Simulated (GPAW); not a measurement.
Set up this calculation in GPAW 26.7.0, as an ASE script.

- Task: single point
- Functional: PBE
- Potentials or basis: GPAW PAW data sets (gpaw-data 1.2.1)
- Cutoff: 800 eV
- Basis: pw
- k mesh: 9 × 9 × 9
- Occupations: fermi-dirac, width 0.05 eV
- Spin: no spin polarisation
- Maxiter: 150

The structure of BeS lies in BeS.xyz:

```xyz
2
Lattice="0.0000000000 2.4250000000 2.4250000000 2.4250000000 0.0000000000 2.4250000000 2.4250000000 2.4250000000 0.0000000000" Properties=species:S:1:pos:R:3 pbc="T T T"
S      3.6187644500      3.6069037750      3.6717919250
Be    -0.0189222750     -0.0019836500     -0.0290102750
```

The cell isn't the ideal one: atoms moved at random, drawn with an rms of 0.05 Å.

The input as run:

run.py

```python
from ase.dft.bandgap import bandgap
from ase.io import read, write
from ase.units import GPa
from gpaw import GPAW, PW

atoms = read('BeS.xyz')

calc = GPAW(mode=PW(800),
            xc='PBE',
            kpts={'size': (9, 9, 9), 'gamma': True},
            occupations={'name': 'fermi-dirac', 'width': 0.05},
            nbands=11,
            convergence={'density': 1e-05, 'energy': 1e-05},
            maxiter=150,
            txt='gpaw.txt')
atoms.calc = calc
energy = atoms.get_potential_energy()
forces = atoms.get_forces()
stress = atoms.get_stress()
calc.write('gs.gpw')
write('result.traj', atoms)
print(f'Energy: {energy:.6f} eV')
print('Forces (eV/A):')
print(forces.round(4))
print('Stress (GPa):', (stress / GPa).round(3))
print('Fermi level:', round(calc.get_fermi_level(), 4), 'eV')
print(f'Gap: {bandgap(calc)[0]:.4f} eV, direct: {bandgap(calc, direct=True)[0]:.4f} eV')
```

Potentials or basis: GPAW PAW data sets (gpaw-data 1.2.1), pw.

The run is started by

```console
$ OMP_NUM_THREADS=1 python run.py
```

Results of the run:

```yaml
Pressure: 2.5 GPa
Largest_force: 0.601 eV/Å
Band_gap_on_the_k_mesh: 2.96 eV, indirect (least direct gap 5.34 eV)
```

Caveat: an odd mesh through Γ misses points on the zone boundary, where band edges often lie.

It took 91 s on 1 thread of Intel(R) Xeon(R) Platinum 8488C (Sapphire Rapids), on a shared host, peak memory 0.34 GiB.
